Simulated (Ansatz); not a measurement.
## Mo: stationary points along a deformation path

All numbers below come from DFT PBEsol, scalar-relativistic, plane waves, PAW (Ansatz 0.2.0). Settings: plane waves to 420 eV, k-mesh 24×24×24 (Γ-centred), Gaussian smearing 0.15 eV. No spin polarisation. Energies are free energies at this smearing, counted from the undisturbed cell; pressure is positive in compression.

Reference structure (as given, not relaxed at this level; it stands at -3.2 GPa):

```
Mo
1.0
    -1.57100    1.57100    1.57100
     1.57100   -1.57100    1.57100
     1.57100    1.57100   -1.57100
Mo
1
Direct
  0.00000 0.00000 0.00000
```

At fixed volume and fractional coordinates, lengths along (0.000, 0.000, 1.000) are scaled against those across it; ρ is that ratio over its starting value. V = 15.509 Å³/atom. Δσ is the stress along the axis less the mean stress across it (compression positive).

| ρ | ΔE (meV/atom) | Δσ (GPa) | space group |
| --- | --- | --- | --- |
| 0.650 | 886.0 | 65.41 | I4/mmm |
| 0.707 | 611.0 | 37.48 | I4/mmm |
| 0.780 | 415.5 | 29.07 | I4/mmm |
| 0.850 | 238.1 | 35.62 | I4/mmm |
| 0.920 | 70.5 | 25.89 | I4/mmm |
| 1.000 | 0.0 | 0.00 | Im-3m |
| 1.100 | 85.4 | -26.01 | I4/mmm |
| 1.200 | 256.1 | -29.99 | I4/mmm |
| 1.300 | 380.5 | -17.30 | I4/mmm |
| 1.414 | 429.3 | -0.03 | Fm-3m |
| 1.500 | 411.0 | 8.21 | I4/mmm |

**Question.** How does the stress give the slope of the energy, and where is the energy stationary?

**Answer.** Along the path d ln(length) is 2/3 d ln ρ on the axis and −1/3 d ln ρ across it, so dE/d ln ρ = −(2/3) V Δσ: the energy falls with ρ where Δσ is positive. Δσ vanishes or changes sign at ρ = 1.000 (Im-3m), a minimum at 0.0 meV/atom; at ρ = 1.414 (Fm-3m), a maximum at 429.3 meV/atom. Pairs of stationary points between two samples would go unseen, and could change a minimum read from distant neighbours into a maximum. At ρ = 1.000, 1.414 the cell is cubic, where symmetry alone makes the stress isotropic and the slope zero.

**Question.** Which shear constant sets the curvature at ρ = 1?

**Answer.** For a cubic crystal E/V = (2/3) C (ln ρ)² with C = C′ = (C11 − C12)/2, so Δσ = −2C ln ρ. The parabola of Δσ against ln ρ through ρ = 0.920, 1 and 1.100 gives C ≈ 146 GPa with the ions clamped, rough because the steps are large. It is the stress–strain coefficient at this cell's pressure of -3.2 GPa, not the zero-pressure constant.

**Question.** Integrate that slope from ρ = 1 to 1.300 by the trapezoid rule.

**Answer.** With V/N in Å³ and 1 eV/Å³ = 160.2 GPa the slopes at ρ = 1.000, 1.100, 1.200, 1.300 are 0, 1679, 1936, 1116 meV/atom per unit of ln ρ. The steps add 80.0 + 157.2 + 122.1 = 359.4 meV/atom, against 380.5 from the energies; the trapezoid rule misses the curvature of the slope within each step.

In a metal these slopes depend on the k mesh and the smearing.